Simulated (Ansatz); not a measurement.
# Ta2NF2 MXene monolayer in a perpendicular field, part 2 of 2

Aim: how the Ta2NF2 MXene monolayer screens a field along its normal, and what the field does to its bands. A positive field points along +c.

Ansatz 0.2.0; plane-wave DFT, PBE-D3(BJ), Ansatz PAW (the session's first sound run).

So far. Step 8 (Atoms held, field 0.3 V/Å): The dipole is 0.0822 e·Å. Step 9 (Response, atoms held): The induced dipole is that of a conductor 5.31 Å thick.

## Step 10: Relaxing in the field, field 0.1 V/Å

This step: plane-wave DFT, PBE-D3(BJ), Ansatz PAW (Ansatz 0.2.0).

Now the atoms may follow the field. A weak field makes forces of meV/Å to tens of meV/Å, so the force tolerance is set well below the usual one.

The input, input.yaml:

```yaml
crystal:
  lattice:
    - [3.2809467097, 0.0, 0.0]
    - [-1.6404733549, 2.8413831991, 0.0]
    - [0.0, 0.0, 22.6624663511]
  atoms:
    - { symbol: F, position: [0.3333333333, 0.6666666667, 0.3971324154] }
    - { symbol: Ta, position: [0.6666666667, 0.3333333333, 0.4561209388] }
    - { symbol: "N", position: [0.0, 0.0, 0.5] }
    - { symbol: Ta, position: [0.3333333333, 0.6666666667, 0.5438790612] }
    - { symbol: F, position: [0.6666666667, 0.3333333333, 0.6028675846] }
kpoints:
  mp_grid: { grid: [12, 12, 1] }
hamiltonian:
  xc: pbe
  dispersion: d3bj
scf:
  occupations: { method: fermi_dirac, width: 0.02585 }
  convergence: { dr2_threshold: 1.0e-10 }
efield:
  axis: 3
  dipole_correction: true
  ramp_position: 0.9237
  ramp_width: 0.1527
  amplitude: 0.1
relax:
  f_tol: 0.001
  max_steps: 60
output:
  write_potential: true
  write_density: true
  volumetric_format: npy
```

Command:

```
$ ansatz run input.yaml --threads 4 --pin off --max-ram 6144MiB --backend cpu --events-out ev --progress --plain --runs-dir out
```

Elapsed: 8.1 s, on 4 threads of Intel Xeon Platinum 8559C (Emerald Rapids), shared host; peak memory 0.54 GiB.

No atom moved by 0.005 Å in the relaxation.

This step gave:

```
energy at zero smearing : -21868.2556 eV
dipole along the normal : 0.02957 e·Å
```

The relaxation took 5 steps and lowered the energy by 1.3e-4 eV; the largest force on the free atoms ends at 9.9e-4 eV/Å.

The dipole is 0.0296 e·Å.

## Step 11: Relaxing in the field, field -0.1 V/Å

The opposite sign, again from the field-free geometry; the difference of the two cancels what relaxes without a field.

input.yaml: that of step 10 with these lines changed.

```diff
@@ -24,3 +24,3 @@
   ramp_width: 0.1527
-  amplitude: 0.1
+  amplitude: -0.1
 relax:
```

Run time: 7 s. Hardware: 4 threads; peak memory 0.57 GiB; 25 s of CPU time.

Hardly anything moved in the relaxation; the energy changed by under 0.2 meV an atom.

This step gave:

```
dipole along the normal : -0.02957 e·Å
```

The relaxation took 5 steps and lowered the energy by 1.3e-4 eV; the largest force on the free atoms ends at 9.9e-4 eV/Å.

The dipole is -0.0296 e·Å.

## Step 12: Response, atoms relaxed

This step: plane-wave DFT, PBE-D3(BJ), Ansatz PAW; response to a field along the normal, atoms relaxed (Ansatz 0.2.0).

The same analysis on the two relaxed runs holds the ionic part too; their mesh is coarser, so small differences from the held value can come from that.

This step gave:

| Item | Value |
| --- | --- |
| equivalent conductor thickness p/(ε₀AE) | 5.739 Å |
| distance between the outer atoms | 4.664 Å |

Dipole of the cell against applied field:

```
applied field (V/Å)  dipole of the cell (e·Å)
            -0.1000                   -0.0296
             0.1000                    0.0296
```

Local field over the applied field, running mean. From the potentials at -0.1 and 0.1 V/Å; running mean over 2.5 Å. The local field over applied field by z:

```
z (Å)  local field over applied field
  4.5                           0.999
  5.0                           0.999
  5.5                           0.997
  6.0                           0.991
  6.5                           0.973
  7.0                           0.894
  7.5                           0.777
  8.0                           0.808
  8.5                           0.653
  9.0                           0.353
  9.5                           0.110
 10.0                          0.0916
 10.5                         -0.0543
 11.0                          -0.142
 11.5                          -0.174
 12.0                          -0.101
 12.5                          0.0517
 13.0                           0.128
 13.5                           0.240
 14.0                           0.564
 14.5                           0.802
 15.0                           0.786
 15.5                           0.827
 16.0                           0.961
 16.5                           0.987
 17.0                           0.995
 17.5                           0.998
 18.0                           0.999
 18.5                           1.000
```

Electrons, planar mean, per unit field. Table of induced electron density by z:

```
z (Å)  induced electron density (e/Å³ per V/Å)
 4.11                                   2.3e-6
 4.53                                   2.1e-6
 4.96                                   5.8e-6
 5.24                                   9.1e-6
 5.67                                   2.2e-5
 6.09                                   4.5e-5
 6.52                                   1.1e-4
 6.80                                   2.0e-4
 7.22                                   5.3e-4
 7.65                                  0.00158
 8.07                                  0.00589
 8.36                                   0.0163
 8.78                                   0.0343
 9.21                                  -0.0342
 9.63                                  -0.0345
 9.91                                  -0.0260
10.34                                 -0.00144
10.76                                   0.0146
11.19                                  0.00503
11.47                                 -0.00503
11.90                                  -0.0146
12.32                                  0.00144
12.75                                   0.0260
13.03                                   0.0345
13.46                                   0.0342
13.88                                  -0.0343
14.31                                  -0.0163
14.59                                 -0.00589
15.01                                 -0.00158
15.44                                  -5.3e-4
15.86                                  -2.0e-4
16.15                                  -1.1e-4
16.57                                  -4.5e-5
17.00                                  -2.2e-5
17.42                                  -9.1e-6
17.71                                  -5.8e-6
18.13                                  -2.1e-6
18.55                                  -2.3e-6
```

The induced dipole is that of a conductor 5.74 Å thick.

## Step 13: A changed input

This step: plane-wave DFT, PBE-D3(BJ), Ansatz PAW, but for the change named below (Ansatz 0.2.0).

A run with a changed input: it repeats the earlier run at 0.05 V/Å with magnetization to spin_polarized: true, scf.eigensolver.kind to davidson and basis.precision to f64.

The input, input.yaml:

```yaml
crystal:
  lattice:
    - [3.2809467097, 0.0, 0.0]
    - [-1.6404733549, 2.8413831991, 0.0]
    - [0.0, 0.0, 22.6624663511]
  atoms:
    - { symbol: F, position: [0.3333333333, 0.6666666667, 0.3971324154], spin: 2.0 }
    - { symbol: Ta, position: [0.6666666667, 0.3333333333, 0.4561209388], spin: 1.0 }
    - { symbol: "N", position: [0.0, 0.0, 0.5], spin: 2.0 }
    - { symbol: Ta, position: [0.3333333333, 0.6666666667, 0.5438790612], spin: 2.0 }
    - { symbol: F, position: [0.6666666667, 0.3333333333, 0.6028675846], spin: 2.0 }
kpoints:
  mp_grid: { grid: [18, 18, 1] }
  band_path:
    path: [[0, 0, 0], [0.5, 0, 0], [0.33333333, 0.33333333, 0], [0, 0, 0]]
    npoints: 16
hamiltonian:
  xc: pbe
  dispersion: d3bj
scf:
  occupations: { method: fermi_dirac, width: 0.02585 }
  convergence: { dr2_threshold: 1.0e-10 }
  eigensolver: { kind: davidson }
efield:
  axis: 3
  dipole_correction: true
  ramp_position: 0.97
  ramp_width: 0.06
  amplitude: 0.05
output:
  write_potential: true
  write_density: true
  volumetric_format: npy
magnetization:
  spin_polarized: true
basis:
  precision: f64
```

The job ended after 19 s (4 threads; peak memory 0.82 GiB; 73 s of CPU time).

This step gave:

```yaml
energy_at_zero_smearing: -21868.2554 eV
dipole_along_the_normal: 0.01367 e·Å
```

Deep bands are left out, so band numbers here count from the lowest band kept and differ from the log's. The electronic bands at the labelled points (eV, zero at the Fermi level; # counts the bands kept):

```
  point  up #8  up #9  up #10  up #11  down #8  down #9  down #10  down #11
      Γ  -2.43  -0.68   -0.11    1.08    -2.43    -0.68     -0.11      1.08
halfway  -1.32  -0.50    0.72    1.32    -1.32    -0.50      0.72      1.32
      M   0.28   0.35    1.01    1.73     0.28     0.35      1.01      1.73
halfway  -0.70  -0.41    1.98    2.03    -0.70    -0.41      1.98      2.03
      K  -1.65  -1.56    2.05    2.05    -1.65    -1.56      2.05      2.05
halfway  -1.98   0.25    0.84    1.32    -1.98     0.25      0.84      1.32
      Γ  -2.43  -0.68   -0.11    1.08    -2.43    -0.68     -0.11      1.08
```

```
                     quantity  this run  earlier run  difference
dipole along the normal (e·Å)   0.01367      0.01367      2.8e-6
```

The dipole moves by under 0.5 % or 5e-5 e·Å. The run took 14 SCF cycles against 12.

Of the bands kept, 6 cross the Fermi level on this path, both spins counted.

## Step 14: A changed input: basis.ecutrho_ratio = 8

This step: plane-wave DFT, PBE-D3(BJ), Ansatz PAW (Ansatz 0.2.0).

Another changed input: it repeats the earlier run at 0.05 V/Å with basis.ecutrho_ratio to 8.

input.yaml, the sections that differ from step 13:

```yaml
crystal:
  lattice:
    - [3.2809467097, 0.0, 0.0]
    - [-1.6404733549, 2.8413831991, 0.0]
    - [0.0, 0.0, 22.6624663511]
  atoms:
    - { symbol: F, position: [0.3333333333, 0.6666666667, 0.3971324154] }
    - { symbol: Ta, position: [0.6666666667, 0.3333333333, 0.4561209388] }
    - { symbol: "N", position: [0.0, 0.0, 0.5] }
    - { symbol: Ta, position: [0.3333333333, 0.6666666667, 0.5438790612] }
    - { symbol: F, position: [0.6666666667, 0.3333333333, 0.6028675846] }
scf:
  occupations: { method: fermi_dirac, width: 0.02585 }
  convergence: { dr2_threshold: 1.0e-10 }
basis:
  ecutrho_ratio: 8
# kpoints, hamiltonian, efield, output: as in step 13
# magnetization: removed
```

It took 8 s on 4 threads; peak memory 0.74 GiB.

Numbers from this step:

- energy at zero smearing: -21868.2553 eV

The electronic bands at the labelled points (eV, zero at the Fermi level):

```
  point  band 20  band 21  band 22  band 23  band 24  band 25  band 26  band 27
      Γ    -6.46    -2.43    -2.43    -0.68    -0.11     1.08     1.60     1.60
halfway    -6.47    -3.31    -1.32    -0.50     0.72     1.32     1.80     1.89
      M    -6.45    -3.91     0.28     0.35     1.01     1.73     2.25     2.86
halfway    -6.52    -3.21    -0.70    -0.41     1.98     2.03     2.04     2.86
      K    -6.59    -1.65    -1.65    -1.56     2.05     2.05     2.32     3.24
halfway    -6.48    -2.98    -1.98     0.25     0.84     1.32     1.74     2.31
      Γ    -6.46    -2.43    -2.43    -0.68    -0.11     1.08     1.60     1.60
```

```
                     quantity  this run  earlier run  difference
dipole along the normal (e·Å)   0.01367      0.01367      1.3e-6
```

The dipole moves by under 0.5 % or 5e-5 e·Å.

Of the bands kept, 3 cross the Fermi level on this path.

## Step 15: Results

* gap without field: none
* work function, upper face: 3.59 eV
* equivalent conductor thickness, atoms held: 5.31 Å
* equivalent conductor thickness, atoms relaxed: 5.74 Å

What this shows: The induced dipole equals that of a perfect conductor 5.31 Å thick, while the outer atoms lie 4.66 Å apart. Letting the atoms follow the field adds 0.43 Å to the equivalent conductor thickness: the ionic part of the response. There is no gap over 0.03 eV, with or without the field. The first relaxation ran with spin and lost its moment, and the later runs have none; other magnetic states were not tried. Spin-orbit coupling is left out, which matters for the bands of elements this heavy. The MXene's terminations sit over the metal atoms of its far layer; the site over carbon or nitrogen, which some compounds prefer, was not run.

[Logs are printed without paths, hosts, clocks, repeated set-up lines and the standing remarks that a program may print on its own settings, such as how far it seeks lower states.]

[Hosts, paths, dates, database ids (printed as entryN), source tags and the programs' standing remarks are cut or masked in the printed files.]

[Maps of the electrostatic potential energy from Ansatz leave out the sawtooth potential of an applied field or a dipole correction, so their vacuum need not be flat; planar profiles and work functions include it.]
